The atomic populations of HgTe account for more than 99 per cent of the electrons and still give no usable charge for either atom. About a quarter of an electron per HgTe pair is left unassigned. Mercury comes out with a charge near +1, whereas a division of the electron density in space, made at the equilibrium volume, gives it about +0.1. The small loss is visible in the table, and it points to a larger error that is not.

Ansatz 0.2.0, DFT with PBEsol, scalar-relativistic, PAW: zincblende HgTe at fixed volumes, without spin polarization; plane-wave cutoff 420 eV, 12×12×12 k mesh, Gaussian smearing 0.1 eV. The last column gives the electrons per two-atom cell, out of 36, that Loewdin populations do not assign to Hg 5s, 5p, 5d, 6s or Te 4d, 5s, 5p.

| volume (Å³/atom) | shortest distance (Å) | electrons outside these shells (e) |
| --- | --- | --- |
| 30.725 | 2.712 | 0.280 |
| 33.215 | 2.784 | 0.250 |
| 33.930 | 2.804 | 0.250 |
| 34.478 | 2.819 | 0.240 |
| 35.824 | 2.855 | 0.230 |
| 37.375 | 2.896 | 0.220 |

The populations come from a Loewdin projection. Each occupied state is compared with a list of atomic functions, and every function is credited with the part of the state that it can describe. The list holds the 5s, 5p, 5d and 6s shells of mercury and the 4d, 5s and 5p shells of tellurium. The column "electrons outside these shells" is what remains of the 36 electrons treated when all these credits have been added up.

The word "outside" therefore refers to the list of functions and not to a place in the crystal. If it meant electrons in the empty space between the atoms, a larger cell should hold more of them. The column shows no such growth: it goes from 0.28 in the smallest cell to 0.22 in the largest. What shrinks on expansion is the part of the electron states that the listed functions fail to describe.

The column is also too coarse for its own trend. It gives 0.25 at both 33.215 and 33.930 Å³/atom, as if the loss paused there. Added up from the shell populations before rounding, the loss is 0.255 and 0.249, and it falls at every step of the series. The pause comes from printing two decimals, so a slope taken between neighbouring rows of the column cannot be trusted.

The first sign of real trouble is that the two charges do not cancel. The cell is neutral, so whatever mercury gives up, tellurium must have received. At the equilibrium volume, 34.478 Å³/atom, the populations give mercury a charge of +0.96 and tellurium −0.72. The excess of about 0.24 is the unassigned remainder, which has been counted as lost by mercury and as gained by nobody.

The same fault distorts the trend with volume. From the smallest to the largest cell the charge of mercury falls by 0.098, while that of tellurium moves towards zero by only 0.045. Someone who looked at mercury alone would report about twice the change in charge transfer seen by someone who looked at tellurium alone. The difference is the shrinking remainder, a change in how well the list fits and not a flow of electrons between the atoms.

It is tempting to repair the charges by handing the remainder back to one of the atoms. If tellurium receives all of it at the equilibrium volume, the charges become ±0.96; if mercury does, they become ±0.72. The Bader method, which cuts the electron density into regions along its minima, gives ±0.08 for the same cell. Even the more favourable repair thus leaves a gap of more than half an electron, which must lie in how the other electrons were shared out.

Bader charges rest on a definition of their own and are not the truth against which all others are wrong. Part of the gap may remain even with a complete list, because the tail of a tellurium function inside the mercury region counts for tellurium in one method and for mercury in the other. The Bader charges are also available for this one volume only, so they do not test the trend. Chemistry nevertheless speaks against a charge near one, because mercury and tellurium attract electrons almost equally, with electronegativities of roughly 2.0 and 2.1. On that scale the bond should be mainly covalent. Other scales rate HgTe as more ionic, so this supports a smaller charge without proving it.

The likely cause is a shell that the list lacks. In the zincblende structure each mercury atom binds to four tellurium atoms at the corners of a tetrahedron. The usual picture of four equivalent bonds needs one s and three p functions on each atom, but for mercury the list offers the 6s function and no 6p. The only valence p functions available are those of tellurium.

Those tellurium functions can be expected to stand in for much of what is missing. The 5p functions of the four neighbours overlap at the mercury site, and together they can imitate a p-shaped wave centred there. Electrons that a 6p function would have claimed for mercury can then be credited to tellurium. Only the part that the neighbours fail to imitate appears in the column, which is why a small remainder can accompany a large error in the charges. This argument follows from the shape of the functions; how many electrons are booked in this way has not been calculated.

A process engineer knows the situation from a mass balance. A balance that closes to within one per cent shows that nearly all the material has been metered somewhere. It does not show that each outlet stream has been metered correctly, since material sent to the wrong outlet leaves the total unchanged. The remainder tests the closure of the electron balance, while an atomic charge depends on the split.

The same picture suggests why the remainder falls as the cell grows. Let $t$ be the coupling between an occupied state and an unlisted shell on a neighbouring atom, and $\Delta$ their separation in energy. For weak mixing the unlisted shell enters with a weight $(t/\Delta)^2$. A common rule for s and p functions in tetrahedral semiconductors lets $t$ fall as $d^{-2}$, where $d$ is the shortest distance. If $\Delta$ stays fixed, and if the neighbours imitate the same fraction of the mixed part at every volume, the remainder should fall as $d^{-4}$.

Between the smallest and the largest cell $d$ grows from 2.712 to 2.896 Å. The expected ratio of the remainders is $(2.712/2.896)^4 \approx 0.77$, a fall of 23 per cent. The calculated fall is 19 per cent. No constant was adjusted for this estimate, because the unknown strength of the mixing cancels in the ratio.

The model thus gives the right direction and roughly the right size, but it makes the fall too steep. A power law with a free exponent, fitted to all six rows, follows them closely with an exponent of about −3.2. Over a change in distance of only seven per cent many smooth functions would do as well, so this exponent identifies no mechanism. The mixing need not be weak, the neighbours may imitate a smaller part of it as they move away, and the energy separation may change with volume. Part of the remainder may also have another origin: functions made for free atoms do not have quite the right shape for electrons in a bond. The populations do not separate this misfit from true mixing with unlisted shells.

A neighbouring series with the same cells but with mercury 6p alone added to the list would put the explanation to the test. The remainder could then only shrink or stay as it is, because a longer list describes at least as much as a shorter one. The charges have no such guarantee and could move by far more than the remainder does. If the explanation is right, mercury would gain electrons mostly at the expense of tellurium 5p, and its charge would drop well below +0.7.

Even the direction of the trend is not secure. As the cell expands, the 6s population of mercury rises by 0.073 and the 5p population of tellurium falls by 0.078, both towards the values of the neutral atoms. Either way of handing back the remainder, used at all volumes alike, keeps this direction. The hidden error in the split could still reverse it. At the equilibrium volume the more favourable repair leaves the charge of mercury 0.64 above the Bader value. If that gap shrank by 19 per cent over the series, as the remainder does, it would change by about 0.12, which is more than the 0.045 by which the repaired charge falls.

Two limits concern the physics of HgTe more than the counting. Spin-orbit coupling is absent, and it matters for the states near the Fermi level, where the bands touch; these populations are therefore no guide to the gap or the band order. The two smallest cells are under about 6.5 and 1.7 GPa in the calculation, whereas real HgTe leaves the zincblende structure already between 1 and 2 GPa. Both rows belong to the comparison of equal structures, but the first does not describe the real compressed material and the second may not.

For practical use, the sum of the atomic charges is the first thing to check. If it differs from the charge of the cell, the size of any change in charge transfer read from a series is uncertain by at least the change in that sum. Charges that move in opposite senses, as they do here, do not secure even the direction, because a wrong split can also change along the series. If the sum is nearly right, the next question is whether the list contains every shell that takes part in the bonds. The output below gives the charges row by row, together with the slopes and the power-law fit.

Printed output of the fit:

```
Loewdin charges and their sum (e):
     row  Hg charge  Te charge  sum (unrounded remainder)  printed column
  30.725      1.017    -0.7403                     0.2769            0.28
  33.215     0.9795    -0.7246                     0.2549            0.25
   33.93     0.9689    -0.7197                     0.2492            0.25
  34.478     0.9609     -0.716                     0.2449            0.24
  35.824     0.9414    -0.7065                     0.2349            0.23
  37.375     0.9195    -0.6952                     0.2243            0.22
slope from the row before (0.001 e per Å³/atom):
     row  printed column  unrounded remainder
  33.215          -12.05               -8.835
   33.93               0               -7.972
  34.478          -18.25               -7.847
  35.824          -7.429               -7.429
  37.375          -6.447               -6.834
remainder at equilibrium, share of all 36 electrons (%): 0.6803
remainder at equilibrium, share of the 8 bonding electrons (%): 3.061
Hg charge at equilibrium if Hg gets the whole remainder (e): 0.716
Hg charge at equilibrium if Te gets the whole remainder (e): 0.9609
Bader charge of Hg at equilibrium (e): 0.0798
change of Hg charge, smallest to largest cell (e): -0.0977
change of Te charge, smallest to largest cell (e): 0.0451
change of remainder, smallest to largest cell (e): -0.0526
change of Hg 6s population, smallest to largest cell (e): 0.0727
change of Te 5p population, smallest to largest cell (e): -0.0784
fall of remainder, smallest to largest cell (%): 19
fall expected from weak mixing as d to the power -4 (%): 23.09
fit of log(rest) on 6 rows: constant 1.921 +/- 0.017, coefficient of log(d_min) -3.212 +/- 0.017; rms 0.000677, worst 30.725 0.000887, leave-one-out rms 0.00141
```
